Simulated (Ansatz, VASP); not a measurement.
**Two plane-wave programs on AlO**

```
Al O
1.0
     2.78172    0.00000    0.00000
     0.00000    2.78172    0.00000
     0.00000    0.00000    2.78172
Al O
1 1
Direct
  0.50000 0.50000 0.50000
  0.00000 0.00000 0.00000
```

Alike in both runs: functional PBE; k mesh 4 × 4 × 4; occupations gaussian, width 0.1 eV; collinear spin.

Ansatz relaxed the structure, and its values are those at the end. VASP's run is a single point on that final structure, the one shown.

|  | VASP | Ansatz |
| --- | --- | --- |
| version | VASP 6.6.1 | Ansatz 0.2.0 |
| potentials or method | VASP PAW PBE potentials, release 64 (Al, O) | scalar-relativistic, plane waves, PAW |
| plane-wave cutoff (eV) | 520 | 420 |
| valence electrons in the cell | 9 | 9 |

VASP gave:

- gap on the k mesh at the Fermi level (eV): none
- pressure (GPa): -0.1
- net moment per atom (μB): 0.00

Q: Which values does Ansatz return?

A: gap on the k mesh at the Fermi level (eV): none; pressure (GPa): 0.1; net moment per atom (μB): 0.00.

A gap of «none» marks a metal or a gap that the smearing closes. Ansatz warned: «seeded_moment_not_kept».

Caveats: the k mesh is coarse (spacing up to 0.56 Å⁻¹), so the values aren't converged.
